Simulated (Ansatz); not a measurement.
## Band structure of Hf

```
Hf
1.0
     0.00000    2.22000    2.22000
     2.22000    0.00000    2.22000
     2.22000    2.22000    0.00000
Hf
1
Direct
  0.00000 0.00000 0.00000
```

The cell is COD entry 1534929, as deposited and not checked against the literature; nothing was relaxed.

Spin–orbit coupling is left out, though it moves levels of the heavy atoms by tenths of an eV or more.

These are results of DFT, PBE, all-electron LAPW, scalar-relativistic (Ansatz 0.2.0), not measurements.

Sampling and basis: a Γ-centred 16×16×16 k mesh, Fermi–Dirac smearing of 0.03 eV, basis error target 0.25 meV/atom, no spin polarisation.

Points in fractions of the reciprocal vectors of this cell: Γ (0, 0, 0), X (0.5, 0, 0.5), U (0.625, 0.25, 0.625), K (0.375, 0.375, 0.75), L (0.5, 0.5, 0.5), W (0.5, 0.25, 0.75). The path joins them by straight lines in the order Γ–X–U–K–Γ–L–W–X; legs that retrace an earlier one aren't tabulated. Energies are in eV from the Fermi level.

Question: Is there a gap?

Answer: none: bands cross the Fermi level, a metal.

Question: List the levels between -20 and 2 eV at the symmetry points.

Answer: 
Γ: -11.63, -11.60 (×3), -11.53 (×3), -7.27, 1.41 (×3)
X: -11.60, -11.58 (×2), -11.58, -11.56 (×2), -11.54, -3.35, -2.21
U: -11.60, -11.60, -11.58 (×2), -11.57, -11.56, -11.54, -2.29, -1.47, 0.89
K: -11.60, -11.60, -11.58 (×2), -11.57, -11.56, -11.54, -2.29, -1.47, 0.89
L: -11.63, -11.60 (×2), -11.55 (×3), -11.52, -3.70, 0.65, 1.18 (×2)
W: -11.59 (×2), -11.59, -11.57 (×3), -11.54, -1.84, -0.40 (×2)
